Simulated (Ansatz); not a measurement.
# WSe₂: random displacements

All numbers below come from Ansatz, DFT LDA, scalar-relativistic, plane waves, PAW. The runs took a 420 eV cutoff, a Γ-centred 12×12×2 mesh and Gaussian smearing (0.05 eV). Spin–orbit coupling is left out, which matters for the heavy elements here. No spin polarisation. Energies are free energies at this smearing, counted from the undisturbed cell; pressure is positive in compression.

The starting cell (as given, not relaxed at this level):

```
W Se
1.0
     3.29000    0.00000    0.00000
    -1.64500    2.84922    0.00000
     0.00000    0.00000   12.97000
W Se
2 4
Direct
  0.33333 0.66667 0.25000
  0.66667 0.33333 0.75000
  0.33333 0.66667 0.62100
  0.66667 0.33333 0.12100
  0.33333 0.66667 0.87900
  0.66667 0.33333 0.37900
```

The cell holds layers and no dispersion correction was added, so their binding is poorly described.

The atoms are displaced (Å, in the unstrained cell):

```
atom ux uy uz
  W1   0.001  -0.004  -0.050
  W2   0.003   0.039   0.052
 Se3   0.048   0.017  -0.020
 Se4  -0.015  -0.043   0.011
 Se5  -0.022   0.031   0.013
 Se6  -0.014  -0.041  -0.006
```

Strain (Voigt, engineering shear): (-0.0308, -0.0039, 0.0388, -0.0175, -0.0590, -0.0468).

Task: What are the energy change, the stress and the forces?

Result: ΔE = 97.4 meV/atom; stress (xx, yy, zz, yz, xz, xy; compression positive) (1.39, -3.81, -9.56, 2.28, 8.62, 4.78) GPa; gap on the mesh 0.85 eV.
```csv
atom,Fx (eV/Å),Fy,Fz
W1,0.31,-0.28,1.58
W2,-0.49,-0.64,-1.69
Se3,-0.80,0.07,1.84
Se4,-0.93,-0.10,-0.06
Se5,1.30,0.57,-0.17
Se6,0.62,0.39,-1.51
```

Cost: 1 run of about 1.8 core-minutes, on Arm Neoverse V1 (shared hosts).